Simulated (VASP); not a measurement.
A run of VASP 6.6.1:

INCAR

```
PREC = Accurate
ENCUT = 520
EDIFF = 1E-6
ISMEAR = 0
SIGMA = 0.1
LREAL = False
LASPH = True
NELM = 100
ALGO = Fast
ISIF = 2
LWAVE = False
LCHARG = False
GGA = PS
NBANDS = 12
```

File KPOINTS:

```
Automatic mesh
0
Gamma
  18 18 18
```

POSCAR

```
Zn
1.0
    1.6265605826      0.9390951903      2.1004250782
   -1.6265605826      0.9390951903      2.1004250782
    0.0000000000     -1.8781903804      2.1004250782
Zn
1
Direct
    0.0000000000      0.0000000000      0.0000000000
```

Potentials or basis: VASP PAW PBE potentials, release 64 (Zn).

Run with:

```sh
$ cat potpaw_PBE.64/Zn/POTCAR > POTCAR
$ mpirun -np 1 vasp_std > vasp.out
```

Hardware: 1 thread of AMD EPYC 9R14 (Zen 4), with other jobs on the host.

Question: Estimate the wall time of this run.

Answer: It took 69 s on 1 thread of AMD EPYC 9R14 (Zen 4), on a shared host, peak memory 0.21 GiB. Counts: scf iterations 11, k points 580.
